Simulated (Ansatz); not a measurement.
# Infrared modes and screening in GaN (Fm-3m)

Perturbation theory with PBEsol in Ansatz 0.2.0 on the PBEsol cell, ground state and force constants on an 8×8×8 mesh. Calculated for a static, non-magnetic cell.

It is cubic, Fm-3m (No. 225); a = 4.219 Å in the conventional setting, 9.39 Å³ an atom. Around Ga lie 6 N at 2.11 Å; around N lie 6 Ga at 2.11 Å.

```yaml
crystal:
  lattice:
    - [0.00000, 2.10973, 2.10973]
    - [2.10973, 0.00000, 2.10973]
    - [2.10973, 2.10973, 0.00000]
  atoms:
    - { symbol: Ga, position: [0.50000, 0.50000, 0.50000] }
    - { symbol: N, position: [0.00000, 0.00000, 0.00000] }
```

Optical modes without the longitudinal term:

| ω (cm⁻¹) | degeneracy | IR intensity, summed over the level ((D/Å)²/amu) |
| --- | --- | --- |
| 246 | 3 | 75.86 |

The optical mode at Γ lies at 246 cm⁻¹ without the longitudinal term. With the long-range field the highest mode reaches 640 cm⁻¹. By the program's warning the force constants, and with them frequencies and ε⁰, aren't converged on this mesh.

The electronic dielectric tensor ε∞ is 8.22 in all directions. With the ions relaxed, ε⁰ is 55.5 in all directions. Born charges, averaged over directions: Ga +3.58, N -3.58 e.

With one polar mode in a cubic crystal the Lyddane-Sachs-Teller relation applies: (ω_LO/ω_TO)² = (640.5/246.4)² = 6.755, and ε⁰/ε∞ = 55.516/8.218 = 6.755. The refractive index √ε∞ is 2.87.

For comparison, on the r2SCAN cell the mean ε∞ is 7.30 with r2SCAN (ground state on 8×8×8; least gap 1.16 eV), 8.09 with PBE.
